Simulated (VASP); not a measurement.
# SiC (P6_3mc) in VASP: notebook

One crystal, SiC, is run at these levels: PBEsol, HSE06; tasks: band structure.

All numbers are computed with VASP 6.6.1; they aren't measurements. Logs are shortened: lines on timing, memory, paths and dates and some standing lists are left out, and cuts for length are marked.

## 1. The crystal as given

The structure is hexagonal, space group P6_3mc (No. 186). Conventional cell: a = 3.079 Å, b = 3.079 Å, c = 10.080 Å, α = 90.00°, β = 90.00°, γ = 120.00°. Si (site symmetry 3m) has 4 C at 1.89 to 1.90 Å as nearest neighbours. Si (site symmetry 3m) is surrounded by 4 C at 1.88 to 1.89 Å. Around C (site symmetry 3m) lie 4 Si at 1.88 to 1.90 Å. C (site symmetry 3m) is surrounded by 4 Si at 1.89 Å.

The cell is a database's computed one.

## 2. Band structure, PBEsol

File INCAR:

```
SYSTEM = SiC
ALGO = Normal
EDIFF = 1E-7
ENCUT = 520
GGA = PS
ISIF = 2
ISMEAR = 0
KPAR = 8
LASPH = .TRUE.
LCHARG = .FALSE.
LREAL = .FALSE.
LWAVE = .FALSE.
NBANDS = 26
NELM = 80
PREC = Accurate
SIGMA = 0.03
```

File KPOINTS:

```
k-points
0
G
  6 6 2
  0 0 0
```

File POSCAR:

```
SiC                                     
1.0
    3.0789830383      0.0000000000      0.0000000000
   -1.5394915141      2.6664775308      0.0000000000
    0.0000000000      0.0000000000     10.0795947984
  Si              C             
     4     4
Direct
     0.6666666699999979    0.3333333300000021    0.9378313346318308
     0.3333333300000021    0.6666666699999979    0.4378313346318308
     0.0000000000000000    0.0000000000000000    0.6878993575492487
     0.0000000000000000    0.0000000000000000    0.1878993575492487
     0.6666666699999979    0.3333333300000021    0.7498119035619695
     0.3333333300000021    0.6666666699999979    0.2498119035619695
     0.0000000000000000    0.0000000000000000    0.5004564042569584
     0.0000000000000000    0.0000000000000000    0.0004564042569584
```

File KPOINTS_OPT:

```
explicit points
6
Reciprocal
 0.0000000000  0.0000000000  0.0000000000 1
 0.0000000000  0.0000000000  0.5000000000 1
 0.3333333333  0.3333333333  0.5000000000 1
 0.3333333333  0.3333333333  0.0000000000 1
 0.5000000000  0.0000000000  0.5000000000 1
 0.5000000000  0.0000000000  0.0000000000 1
```

Potentials or basis: VASP PAW PBE potentials, release 64 (Si, C).

The run is started by

```
cat potpaw_PBE.64/Si/POTCAR potpaw_PBE.64/C/POTCAR > POTCAR
mpirun -np 8 vasp_std > vasp.out
```

OUTCAR:

```text
SYSTEM = SiC
   EDIFF = 1E-7
   ENCUT = 520
   GGA = PS
   ISIF = 2
   ISMEAR = 0
   LASPH = .TRUE.
   LREAL = .FALSE.
   NELM = 80
   PREC = Accurate

 ion  position               nearest neighbor table
   1  0.667  0.333  0.938-   8 1.89   8 1.89   8 1.89   5 1.90   3 3.08   3 3.08   3 3.08   4 3.08
                             4 3.08   4 3.08
   2  0.333  0.667  0.438-   7 1.89   7 1.89   7 1.89   6 1.90   4 3.08   4 3.08   4 3.08   3 3.08
                             3 3.08   3 3.08
   3  0.000  0.000  0.688-   5 1.88   5 1.88   5 1.88   7 1.89   1 3.08   1 3.08   1 3.08   2 3.08
                             2 3.08   2 3.08
   4  0.000  0.000  0.188-   6 1.88   6 1.88   6 1.88   8 1.89   2 3.08   2 3.08   2 3.08   1 3.08
                             1 3.08   1 3.08
   5  0.667  0.333  0.750-   3 1.88   3 1.88   3 1.88   1 1.90
   6  0.333  0.667  0.250-   4 1.88   4 1.88   4 1.88   2 1.90
   7  0.000  0.000  0.500-   2 1.89   2 1.89   2 1.89   3 1.89
   8  0.000  0.000  0.000-   1 1.89   1 1.89   1 1.89   4 1.89

  LATTYP: Found a hexagonal cell.
 ALAT       =     3.0789830383
 C/A-ratio  =     3.2736766241

  Lattice vectors:

 A1 = (   3.0789830383,   0.0000000000,   0.0000000000)
 A2 = (  -1.5394915141,   2.6664775308,   0.0000000000)
 A3 = (   0.0000000000,   0.0000000000,  10.0795947984)

Analysis of symmetry for initial positions (statically):
=====================================================================
 Subroutine PRICEL returns:
 Original cell was already a primitive cell.

 Routine SETGRP: Setting up the symmetry group for a
 hexagonal supercell.

 Subroutine GETGRP returns: Found 12 space group operations
 (whereof  6 operations were pure point group operations)
 out of a pool of 24 trial point group operations.

The static configuration has the point symmetry C_3v.
 The point group associated with its full space group is C_6v.

Analysis of symmetry for dynamics (positions and initial velocities):
=====================================================================
 Subroutine PRICEL returns:
 Original cell was already a primitive cell.

 Routine SETGRP: Setting up the symmetry group for a
 hexagonal supercell.

 Subroutine GETGRP returns: Found 12 space group operations
 (whereof  6 operations were pure point group operations)
 out of a pool of 24 trial point group operations.

The dynamic configuration has the point symmetry C_3v.
 The point group associated with its full space group is C_6v.

 Subroutine INISYM returns: Found 12 space group operations
 (whereof  6 operations are pure point group operations),
 and found     1 'primitive' translations

----------------------------------------------------------------------------------------

                                     Primitive cell

  volume of cell :      82.7539

  direct lattice vectors                    reciprocal lattice vectors
     3.078983038  0.000000000  0.000000000     0.324782562  0.187513299  0.000000000
    -1.539491514  2.666477531  0.000000000     0.000000000  0.375026599  0.000000000
     0.000000000  0.000000000 10.079594798     0.000000000  0.000000000  0.099210337

  length of vectors
     3.078983038  3.078983037 10.079594798     0.375026599  0.375026599  0.099210337

  position of ions in fractional coordinates (direct lattice)
     0.666666670  0.333333330  0.937831335
     0.333333330  0.666666670  0.437831335
     0.000000000  0.000000000  0.687899358
     0.000000000  0.000000000  0.187899358
     0.666666670  0.333333330  0.749811904
     0.333333330  0.666666670  0.249811904
     0.000000000  0.000000000  0.500456404
     0.000000000  0.000000000  0.000456404

  ion indices of the primitive-cell ions
   primitive index   ion index
                 1           1
                 2           2
                 3           3
                 4           4
                 5           5
                 6           6
                 7           7
                 8           8

----------------------------------------------------------------------------------------

 KPOINTS: k-points

Automatic generation of k-mesh.
 Grid dimensions read from file:
 generate k-points for:    6    6    2

 Generating k-lattice:

  Cartesian coordinates                     Fractional coordinates (reciprocal lattice)
     0.054130427  0.031252216  0.000000000     0.166666667 -0.000000000  0.000000000
     0.000000000  0.062504433  0.000000000     0.000000000  0.166666667  0.000000000
     0.000000000  0.000000000  0.049605169     0.000000000  0.000000000  0.500000000

  Length of vectors
     0.062504433  0.062504433  0.049605169

  Shift w.r.t. Gamma in fractional coordinates (k-lattice)
     0.000000000  0.000000000  0.000000000

 Subroutine IBZKPT returns following result:
 ===========================================

 Found     14 irreducible k-points:

 Following reciprocal coordinates:
            Coordinates               Weight
  0.000000  0.000000  0.000000      1.000000
  0.166667 -0.000000  0.000000      6.000000
  0.333333  0.000000  0.000000      6.000000
  0.500000  0.000000  0.000000      3.000000
  0.166667  0.166667  0.000000      6.000000
  0.333333  0.166667  0.000000     12.000000
  0.333333  0.333333  0.000000      2.000000
  0.000000  0.000000  0.500000      1.000000
  0.166667 -0.000000  0.500000      6.000000
  0.333333  0.000000  0.500000      6.000000
  0.500000  0.000000  0.500000      3.000000
  0.166667  0.166667  0.500000      6.000000
  0.333333  0.166667  0.500000     12.000000
  0.333333  0.333333  0.500000      2.000000
   k-points           NKPTS =     14   k-points in BZ     NKDIM =     14   number of bands    NBANDS=     26
   number of dos      NEDOS =    301   number of ions     NIONS =      8
   total plane-waves  NPLWV =  46080
   dimension x,y,z NGX =    24 NGY =   24 NGZ =   80
   dimension x,y,z NGXF=    48 NGYF=   48 NGZF=  160
   ions per type =               4   4
   NGX,Y,Z   is equivalent  to a cutoff of  12.96, 12.96, 13.19 a.u.
   NGXF,Y,Z  is equivalent  to a cutoff of  25.92, 25.92, 26.39 a.u.
 SYSTEM =  SiC
   PREC   = accura    normal or accurate (medium, high low for compatibility)
   ISTART =      0    job   : 0-new  1-cont  2-samecut
   ICHARG =      2    charge: 1-file 2-atom 10-const
   ISPIN  =      1    spin polarized calculation?
   LNONCOLLINEAR =      F non collinear calculations
   LSORBIT =      F    spin-orbit coupling
   LASPH  =      T    aspherical Exc in radial PAW
   ENCUT  =  520.0 eV  38.22 Ry    6.18 a.u.   5.72  5.72 18.74*2*pi/ulx,y,z
   NELM   =     80;   NELMIN=  2; NELMDL= -5     # of ELM steps
   EDIFF  = 0.1E-06   stopping-criterion for ELM
   LREAL  =      F    real-space projection
   EDIFFG = 0.1E-05   stopping-criterion for IOM
   NSW    =      0    number of steps for IOM
   IBRION =     -1    ionic relax: 0-MD 1-quasi-New 2-CG
   NFREE  =      0    steps in history (QN), initial steepest desc. (CG)
   ISIF   =      2    stress and relaxation
   ISYM   =      2    0-nonsym 1-usesym 2-fastsym
   POTIM  = 0.5000    time-step for ionic-motion
   TEBEG  =    0.0;   TEEND  =   0.0 temperature during run
   PSTRESS=    0.0 pullay stress
   NELECT =      32.0000    total number of electrons
   NUPDOWN=      -1.0000    fix difference up-down
   EMIN   =  10.00;   EMAX   =-10.00  energy-range for DOS
   EFERMI =   0.00;   METHOD = LEGACY
   ISMEAR =     0;   SIGMA  =   0.03  broadening in eV -4-tet -1-fermi 0-gaus
   EFERMI_NEDOS =   21; number of points for ismear=-14 and -15
   IALGO  =     38    algorithm
   IMIX   =      4    mixing-type and parameters
     AMIX     =   0.40;   BMIX     =  1.00
     AMIX_MAG =   1.60;   BMIX_MAG =  1.00
  volume/ion in A,a.u.               =      10.34        69.81
  Fermi-wavevector in a.u.,A,eV,Ry     =   1.192693  2.253863 19.354518  1.422517
  Thomas-Fermi vector in A             =   2.328725
   LORBIT       =      0    0 simple, 1 ext, 2 COOP (PROOUT), +10 PAW based schemes
   GGA     = PS    functional components
   LHFCALC =     F    Hartree Fock is set to
   AEXX    =    0.0000 exact exchange contribution
   IVDW    =     0    specifies the selected vdW correction
   LEPSILON=     F    determine dielectric tensor
   LRPA    =     F    only Hartree local field effects (RPA)
 non-spin polarized calculation
 Gauss-broadening in eV      SIGMA  =   0.03
  energy-cutoff  :      520.00
  volume of cell :       82.75
 maximum number of plane-waves:      2256
 NGX is ok and might be reduce to    24
   NGX = 11   NGY = 11   NGZ = 37

 number of electron      32.0000001 magnetization

 Free energy of the ion-electron system (eV)
  ---------------------------------------------------
  ext. energy  EPLUGINS =         0.00000000
  ---------------------------------------------------
  free energy    TOTEN  =       -63.64787092 eV

  energy without entropy =      -63.64787092  energy(sigma->0) =      -63.64787092

 E-fermi :   8.2596     XC(G=0): -11.5018

 val. band max:        8.1298391584   @ k =   0.0000   0.0000   0.0000
 cond. band min:      10.2351500303   @ k =   0.5000   0.0000   0.0000
 fundamental gap:      2.1053108719
 Fermi energy:         8.2595663446

 k-point     1 :       0.0000    0.0000    0.0000
  band No.  band energies     occupation
      1      -7.3749      2.00000
      2      -6.1914      2.00000
      3      -6.1556      2.00000
      4      -3.7696      2.00000
      5      -0.5479      2.00000
      6       3.7243      2.00000
[... 18 lines left out ...]
     25      15.4521      0.00000
     26      16.1045      0.00000

 k-point     2 :       0.1667   -0.0000    0.0000
  band No.  band energies     occupation
      1      -6.8933      2.00000
      2      -5.7267      2.00000
      3      -5.6884      2.00000
      4      -3.3686      2.00000
      5      -0.1100      2.00000
      6       3.7479      2.00000
[... 18 lines left out ...]
     25      16.0844      0.00000
[... 318 lines left out ...]
     25      16.8048      0.00000
     26      16.8048      0.00000

 k-point    14 :       0.3333    0.3333    0.5000
  band No.  band energies     occupation
      1      -2.7306      2.00000
      2      -2.7306      2.00000
      3      -2.6541      2.00000
      4      -2.6541      2.00000
      5       0.7235      2.00000
      6       0.7235      2.00000
[... 18 lines left out ...]
     25      18.3367      0.00000
     26      18.3399      0.00000

------------------------ aborting loop because EDIFF is reached ----------------------------------------

  FORCE on cell =-STRESS in cart. coord.  units (eV):
  Direction    XX          YY          ZZ          XY          YZ          ZX
  --------------------------------------------------------------------------------------
  -------------------------------------------------------------------------------------
  Total        0.1032525      0.1032525      0.0274707      0.0000000      0.0000000      0.0000000
  in kB        1.9990466      1.9990466      0.5318543      0.0000000      0.0000000      0.0000000
  external PRESSURE =       1.5099825 kB  Pullay stress =       0.0000000 kB

 VOLUME and BASIS-vectors are now :
 -----------------------------------------------------------------------------
  energy-cutoff  :      520.00
  volume of cell :       82.75
      direct lattice vectors                 reciprocal lattice vectors
     3.078983038  0.000000000  0.000000000     0.324782562  0.187513299  0.000000000
    -1.539491514  2.666477531  0.000000000     0.000000000  0.375026599  0.000000000
     0.000000000  0.000000000 10.079594798     0.000000000  0.000000000  0.099210337

 POSITION                                       TOTAL-FORCE (eV/Angst)
 -----------------------------------------------------------------------------------
      1.53949      0.88883      9.45296         0.000000      0.000000      0.009093
     -0.00000      1.77765      4.41316        -0.000000     -0.000000      0.009093
      0.00000      0.00000      6.93375         0.000000     -0.000000      0.005884
      0.00000      0.00000      1.89395        -0.000000     -0.000000      0.005884
      1.53949      0.88883      7.55780        -0.000000      0.000000     -0.008896
     -0.00000      1.77765      2.51800         0.000000     -0.000000     -0.008896
      0.00000      0.00000      5.04440         0.000000     -0.000000     -0.006081
      0.00000      0.00000      0.00460        -0.000000      0.000000     -0.006081
 -----------------------------------------------------------------------------------
    total drift:                               -0.000000     -0.000000      0.000013

  FREE ENERGIE OF THE ION-ELECTRON SYSTEM (eV)
  ---------------------------------------------------
  free  energy   TOTEN  =       -63.6478709173 eV

  energy  without entropy=      -63.6478709173  energy(sigma->0) =      -63.64787092
```

Run time: 12 s. Hardware: 8 MPI ranks of AMD EPYC 7R13 (Zen 3), shared host; peak memory 0.21 GiB.

Results:

```
Free energy             : -63.6479 eV
Pressure                : 0.2 GPa
Largest force           : 0.009 eV/Å
Band gap on the k mesh  : 2.11 eV, indirect (least direct gap 3.23 eV)
Band gap along the path : 2.11 eV, indirect (least direct gap 3.23 eV)
```

Forces in eV/Å, atoms in the order of the input:
```
Si   0.000  0.000  0.009
Si   0.000  0.000  0.009
Si   0.000  0.000  0.006
Si   0.000  0.000  0.006
C    0.000  0.000 -0.009
C    0.000  0.000 -0.009
C    0.000  0.000 -0.006
C    0.000  0.000 -0.006
```

Stress tensor (GPa, compression positive):
```
0.20 0.00 0.00
0.00 0.20 0.00
0.00 0.00 0.05
```

Caveat: the PAW data sets were made with another functional, which shifts forces and pressure a little.

## 3. Band structure, HSE06

POSCAR is that of step 2.

File INCAR.step1:

```
SYSTEM = SiC
ALGO = Normal
EDIFF = 1E-5
ENCUT = 520
GGA = PE
ISIF = 2
ISMEAR = 0
KPAR = 8
LASPH = .TRUE.
LCHARG = .FALSE.
LREAL = .FALSE.
LWAVE = .TRUE.
NBANDS = 26
NELM = 80
PREC = Accurate
SIGMA = 0.03
```

File INCAR.step2:

```
SYSTEM = SiC
ALGO = Normal
EDIFF = 1E-7
ENCUT = 520
GGA = PE
HFSCREEN = 0.2
ISIF = 2
ISMEAR = 0
ISTART = 1
KPAR = 8
LASPH = .TRUE.
LCHARG = .FALSE.
LHFCALC = .TRUE.
LREAL = .FALSE.
LWAVE = .FALSE.
NBANDS = 26
NELM = 80
PREC = Accurate
PRECFOCK = Fast
SIGMA = 0.03
```

KPOINTS is that of step 2.

KPOINTS_OPT is that of step 2.

Potentials or basis: VASP PAW PBE potentials, release 64 (Si, C).

The run is started by

```
cat potpaw_PBE.64/Si/POTCAR potpaw_PBE.64/C/POTCAR > POTCAR
cp INCAR.step1 INCAR
mpirun -np 8 vasp_std > vasp.out
cp INCAR.step2 INCAR
mpirun -np 8 vasp_std > vasp.out
```

Wall time 11 min (8 MPI ranks of AMD EPYC 7R13 (Zen 3), shared host); peak memory 0.34 GiB.

Results (log left out):

| Quantity | Value |
| --- | --- |
| Free energy | -69.8341 eV |
| Pressure | -1.8 GPa |
| Largest force | 0.014 eV/Å |
| Band gap on the k mesh | 3.17 eV, indirect (least direct gap 4.40 eV) |
| Band gap along the path | 3.16 eV, indirect (least direct gap 4.40 eV) |

Forces in eV/Å, atoms in the order of the input:
```
Si   0.000  0.000  0.012
Si   0.000  0.000  0.012
Si   0.000  0.000  0.013
Si   0.000  0.000  0.013
C    0.000  0.000 -0.014
C    0.000  0.000 -0.014
C    0.000  0.000 -0.011
C    0.000  0.000 -0.011
```

Stress tensor (GPa, compression positive):
```
-1.78  0.00  0.00
 0.00 -1.78  0.00
 0.00  0.00 -1.96
```

Levels at points of the mesh, in eV from the valence-band top:
| k point | band 13 | band 14 | band 15 | band 16 | band 17 | band 18 | band 19 | band 20 |
| --- | --- | --- | --- | --- | --- | --- | --- | --- |
| (0.00, 0.00, 0.00) | -0.64 | -0.05 | 0.00 | 0.00 | 6.29 | 6.90 | 7.57 | 7.60 |
| (0.50, 0.00, 0.00) | -2.60 | -2.43 | -1.72 | -1.24 | 3.17 | 3.31 | 5.30 | 5.87 |
| (0.00, 0.00, 0.50) | -0.23 | -0.23 | -0.23 | -0.23 | 6.51 | 6.51 | 8.05 | 8.05 |
| (0.50, 0.00, 0.50) | -2.69 | -2.69 | -1.71 | -1.71 | 3.60 | 3.60 | 5.28 | 5.28 |

Caveat: the PAW data sets were made with another functional, which shifts forces and pressure a little.
